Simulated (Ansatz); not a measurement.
Write the native input for Ansatz 0.2.0 that does the following.

| Item | Value |
| --- | --- |
| Task | relaxation of cell and atoms |
| Functional | PBEsol |
| Potentials or basis | all-electron LAPW, scalar-relativistic |
| Basis error allowed | 0.002 eV/atom |
| k mesh | 11 × 11 × 6 |
| Occupations | fermi-dirac, width 0.05 eV |
| Spin | collinear spin, ferromagnetic start |
| Starting moments | [4.0, 0.0, 0.0] μB |
| Target pressure | 5 GPa |

MnO2:

```xyz
3
Lattice="2.8566 0.0000 0.0000 -1.4283 2.4739 0.0000 0.0000 0.0000 4.6014" Properties=species:S:1:pos:R:3 pbc="T T T"
Mn    0.0000    0.0000    2.3007
O     0.0000    1.6492    3.2499
O     1.4283    0.8246    1.3515
```

Measurements of this composition are mostly on another form, of space group No. 136.

The input as run:

input.yaml

```yaml
crystal:
  lattice:
    - [2.8565781804, 0.0, 0.0]
    - [-1.4282890902, 2.4738692722, 0.0]
    - [0.0, 0.0, 4.6013740589]
  atoms:
    - { symbol: Mn, position: [0.0, 0.0, 0.5], spin: 4.0 }
    - { symbol: O, position: [0.3333333333, 0.6666666667, 0.70629257] }
    - { symbol: O, position: [0.6666666667, 0.3333333333, 0.29370743] }
kpoints:
  mp_grid: { grid: [11, 11, 6] }
scf:
  occupations: { method: fermi_dirac, width: 0.05 }
hamiltonian:
  xc: pbesol
  pseudopotentials: { kind: all_electron, lapw: { basis_error: 0.002 } }
magnetization:
  spin_polarized: true
output:
  forces: true
  stress: true
relax:
  f_tol: 0.01
  max_steps: 60
  cell: { p_target: 5 }
```

Potentials or basis: all-electron LAPW, scalar-relativistic.

Launch:

```sh
$ ansatz run input.yaml --threads 4 --pin off --max-ram 12288MiB --backend cpu --events-out ev --progress --plain --runs-dir out
```

It gave:

```json
{"Relaxed volume": "9.75 Å³/atom", "Relaxed cell": "a = 2.822 Å, b = 2.822 Å, c = 4.243 Å, α = 90.00°, β = 90.00°, γ = 120.00°", "Space group after relaxing (to 0.05 Å)": "P-3m1 (No. 164)", "Energy change on relaxing (the enthalpy is what falls)": "+14.3 meV/atom", "Ionic steps": "7", "Pressure after relaxing": "5.0 GPa", "Band gap on the k mesh": "0.57 eV", "Net moment": "3.00 μB per cell", "Absolute moment": "3.02 μB per cell", "Site moments": "Mn +2.63; O +0.06 μB"}
```

Caveat: an odd mesh through Γ misses points on the zone boundary, where band edges often lie; a cell with one magnetic atom can't hold antiferromagnetic order, which such compounds often take.

It took 120 s on 4 threads of AMD EPYC 7R43 64-Core Processor (Zen 3), on a shared host, peak memory 0.78 GiB.
